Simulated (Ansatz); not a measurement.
**Formulas on structure types**

Theory: DFT PBEsol, scalar-relativistic, plane waves, PAW (Ansatz 0.2.0). Settings: cutoff 420 eV, Γ-centred meshes no coarser than 0.19 Å⁻¹ for metals and 0.3 Å⁻¹ for insulators (2π included), Gaussian smearing.

Each formula was placed on the sites of the named type and relaxed at zero pressure without lowering the symmetry. Magnetic atoms first started from parallel moments, and a dash marks a run without spin. The smearing is 0.1 eV for metals and 0.01 to 0.02 eV otherwise. Energies over the elements count from the elements' standard structures at the same level, with no empirical corrections.

For metals, differences of a few meV/atom aren't resolved.

```csv
formula,started on type,final group,a or a / b (Å),c (Å),V (Å³/atom),E over elements (eV/atom),gap on mesh (eV),net m (μB/atom)
Mn,fcc,Fm-3m,?,?,?,0.09,0.00,-
Mn,graphite,P6_3/mmc,?,?,?,0.95,0.00,-
Mn,beta-tin,I4_1/amd,4.37,2.33,11.1,0.72,0.00,0.00
Mn,diamond,Fd-3m,4.88,4.88,14.5,1.54,0.00,-
Mn,trigonal selenium,Im-3m,2.75,2.75,10.4,0.18,0.00,-
Mn,alpha-boron,R-3m,?,?,?,0.89,0.00,-
```

(1) Cell and volume of Mn on the fcc type?

(2) Cell and volume of Mn on the graphite type?

(3) Cell and volume of Mn on the alpha-boron type?

## Answers

(1) a = 3.46 Å, c = 3.46 Å, V = 10.4 Å³/atom

(2) a = 3.66 Å, c = 4.27 Å, V = 12.4 Å³/atom

(3) a = 4.86 Å, c = 21.68 Å, V = 12.3 Å³/atom